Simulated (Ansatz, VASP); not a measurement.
## PtSe2 (Sudovikovite): VASP beside Ansatz

```
Pt Se
1.0
     3.79704    0.00000    0.00000
    -1.89852    3.28833    0.00000
     0.00000    0.00000    5.16128
Pt Se
1 2
Cartesian
  0.0000 0.0000 0.0000
  1.8985 1.0961 3.8710
  0.0000 2.1922 1.2903
```

Change from the starting cell: volume scaled by 1.06.

Alike in both runs: task single point; functional PBEsol; k mesh 8 × 8 × 5; occupations fermi-dirac, width 0.05 eV; no spin polarisation.

|  | VASP | Ansatz |
| --- | --- | --- |
| version | VASP 6.6.1 | Ansatz 0.2.0 |
| potentials or method | VASP PAW PBE potentials, release 64 (Pt, Se), cutoff 520 eV | all-electron LAPW, scalar-relativistic |

Ansatz gave:

| Item | Value |
| --- | --- |
| gap on the k mesh at the Fermi level (eV) | none |
| pressure (GPa) | -4.8 |
| largest component of the traceless stress (GPa) | 0.79 |
| rms of the force components (eV/Å) | 0.158 |

Problem. Estimate VASP's values.

Solution. gap on the k mesh at the Fermi level (eV): none; pressure (GPa): -4.8; largest component of the traceless stress (GPa): 0.76; rms of the force components (eV/Å): 0.151.

Atom by atom the forces differ by 0.006 eV/Å (rms over components). A gap of «none» marks a metal or a gap that the smearing closes. Ansatz ran all-electron here, so the differences hold the error of VASP's frozen core and of both bases.

Caveats: the PAW data sets were made with another functional, which shifts forces and pressure a little (VASP). The runs have no spin-orbit coupling, so splittings on Pt are missing.
